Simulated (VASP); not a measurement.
Output of a VASP run:

OSZICAR:
```
       N       E                     dE             d eps       ncg     rms          rms(c)
DAV:   1     0.836208842725E+02    0.83621E+02   -0.56668E+03   480   0.917E+02
DAV:   2    -0.563973266203E+00   -0.84185E+02   -0.79310E+02   716   0.167E+02
DAV:   3    -0.621884741921E+01   -0.56549E+01   -0.56406E+01   592   0.492E+01
DAV:   4    -0.626880365500E+01   -0.49956E-01   -0.49938E-01   556   0.566E+00
DAV:   5    -0.626923428452E+01   -0.43063E-03   -0.43058E-03   604   0.506E-01    0.180E+00
DAV:   6    -0.613207911936E+01    0.13716E+00   -0.91791E-02   532   0.156E+00    0.121E+00
DAV:   7    -0.607343486455E+01    0.58644E-01   -0.43305E-02   612   0.107E+00    0.866E-01
DAV:   8    -0.604419564341E+01    0.29239E-01   -0.15404E-02   560   0.663E-01    0.659E-01
DAV:   9    -0.602815462122E+01    0.16041E-01   -0.78668E-03   556   0.490E-01    0.518E-01
DAV:  10    -0.601901640677E+01    0.91382E-02   -0.47020E-03   596   0.386E-01    0.413E-01
DAV:  11    -0.601367400424E+01    0.53424E-02   -0.27455E-03   588   0.304E-01    0.334E-01
DAV:  12    -0.601048624692E+01    0.31878E-02   -0.17260E-03   576   0.244E-01    0.272E-01
DAV:  13    -0.600856527260E+01    0.19210E-02   -0.11069E-03   584   0.198E-01    0.222E-01
DAV:  14    -0.600739910348E+01    0.11662E-02   -0.70894E-04   588   0.161E-01    0.182E-01
DAV:  15    -0.600668937855E+01    0.70972E-03   -0.46670E-04   572   0.131E-01    0.150E-01
DAV:  16    -0.600625811948E+01    0.43126E-03   -0.30550E-04   572   0.107E-01    0.123E-01
DAV:  17    -0.600599692372E+01    0.26120E-03   -0.20391E-04   588   0.879E-02    0.101E-01
DAV:  18    -0.600583952406E+01    0.15740E-03   -0.13424E-04   552   0.720E-02    0.834E-02
DAV:  19    -0.600574538879E+01    0.94135E-04   -0.91416E-05   588   0.593E-02    0.687E-02
DAV:  20    -0.600568968514E+01    0.55704E-04   -0.60259E-05   552   0.486E-02    0.567E-02
DAV:  21    -0.600565707714E+01    0.32608E-04   -0.41360E-05   584   0.401E-02    0.467E-02
DAV:  22    -0.600563831694E+01    0.18760E-04   -0.27432E-05   556   0.329E-02    0.385E-02
DAV:  23    -0.600562772629E+01    0.10591E-04   -0.18920E-05   576   0.272E-02    0.318E-02
DAV:  24    -0.600562192934E+01    0.57969E-05   -0.12586E-05   556   0.224E-02    0.262E-02
DAV:  25    -0.600561887640E+01    0.30529E-05   -0.86976E-06   548   0.185E-02    0.216E-02
DAV:  26    -0.600561738012E+01    0.14963E-05   -0.58122E-06   532   0.152E-02    0.178E-02
DAV:  27    -0.600561672899E+01    0.65113E-06   -0.39943E-06   524   0.126E-02
   1 F= -.60056167E+01 E0= -.60056167E+01  d E =-.226386E-12
```

File OUTCAR:
```
------------------------ aborting loop because EDIFF is reached ----------------------------------------
  FORCE on cell =-STRESS in cart. coord.  units (eV):
  Direction    XX          YY          ZZ          XY          YZ          ZX
  --------------------------------------------------------------------------------------
  Total        0.4860530      0.4860530      0.4860530      0.0000000      0.0000000     -0.0000000
  in kB        9.8633030      9.8633030      9.8633030      0.0000000      0.0000000     -0.0000000
  external PRESSURE =       9.8633030 kB  Pullay stress =       0.0000000 kB
  volume of cell :       78.95
      direct lattice vectors                 reciprocal lattice vectors
     4.290000000  0.000000000  0.000000000     0.233100233  0.000000000  0.000000000
     0.000000000  4.290000000  0.000000000     0.000000000  0.233100233  0.000000000
     0.000000000  0.000000000  4.290000000     0.000000000  0.000000000  0.233100233
 POSITION                                       TOTAL-FORCE (eV/Angst)
 -----------------------------------------------------------------------------------
      0.00000      0.00000      0.00000         0.000000      0.000000      0.000000
      2.14500      2.14500      2.14500         0.000000      0.000000      0.000000
 -----------------------------------------------------------------------------------
    total drift:                                0.000000      0.000000      0.000000
  FREE ENERGIE OF THE ION-ELECTRON SYSTEM (eV)
  ---------------------------------------------------
  free  energy   TOTEN  =        -6.0056167290 eV

  energy  without entropy=       -6.0056167290  energy(sigma->0) =       -6.00561673
```
(Selected blocks of OUTCAR.)

POSCAR:
```
CsBr
1
    4.2900000000     0.0000000000     0.0000000000
    0.0000000000     4.2900000000     0.0000000000
    0.0000000000     0.0000000000     4.2900000000
Cs Br
1 1
Direct
  0.0000000000   0.0000000000   0.0000000000
  0.5000000000   0.5000000000   0.5000000000
```

### Question
Reconstruct the remaining input files.

### Answer
Several could match; the one computed here: the input of the run itself, PBE GGA, plane waves, VASP's PBE PAW potentials (set 64).

File KPOINTS:
```
Regular mesh
0
gamma
  6 6 6
```

### INCAR
```
# general
SYSTEM   =  CsBr
PREC     =  Accurate
ENCUT    =  400   # plane-wave cut-off (eV)
LREAL    =  .False.
LASPH    =  .True.

# electronic loop
EDIFF    =  1E-6   # SCF stop (eV)
NELM     =  100   # most electronic steps
ALGO     =  Normal
IMIX     =  1
AMIX     =  0.6
BMIX     =  3.0
LMAXMIX  =  4

# smearing
ISMEAR   =  0   # Gaussian
SIGMA    =  0.05   # width (eV)

# functional
GGA      =  PE   # PBE

# ions
ISIF     =  2   # forces and stress, cell fixed

# output
LWAVE    =  .False.
LCHARG   =  .False.
```

POTCAR, in this order: Cs_sv Br (PBE.64 set). Program: vasp_std.

The compound is CsBr in the CsCl type structure. The cell was not relaxed at this level. The run is one of a series of settings (AMIX = 0.6, BMIX = 3.0, IMIX = 1 against the base run), some of them coarse on purpose.
